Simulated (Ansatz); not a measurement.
# CuO (F-43m) in Ansatz: equation of state

How stiff is CuO in PBE, and what volume does it want? The cell is scaled to several volumes.

Everything below comes from runs of Ansatz 0.2.0. Logs are shortened: lines on timing, memory, paths and dates and some standing lists are left out, and cuts for length are marked.

**1. Starting point**

Symmetry: F-43m, No. 216, cubic system. Conventional cell: a = 4.655 Å, b = 4.655 Å, c = 4.655 Å, α = 90.00°, β = 90.00°, γ = 90.00°. Around Cu (site symmetry -43m) lie 4 O at 2.02 Å. Around O (site symmetry -43m) lie 4 Cu at 2.02 Å.

Measurements of this composition are mostly on another form, of space group No. 15.

**2. Equation of state, PBE**

Potentials or basis: all-electron LAPW, scalar-relativistic.

No new run: the results of the series are fitted here.

What came out:

```yaml
Equilibrium_volume: "11.58 Å³/atom (rough: see the caveat)"
Bulk_modulus: 137 GPa (rough)
```

Energy against volume, from the lowest point:
```csv
volume (Å³/atom),energy (meV/atom)
11.848,0.00
12.100,6.68
12.353,17.00
12.605,30.54
12.857,46.93
13.109,65.82
13.361,86.91
```

Caveat: the minimum lies outside the volumes run; the run has no spin polarisation, though such a crystal can be magnetic.
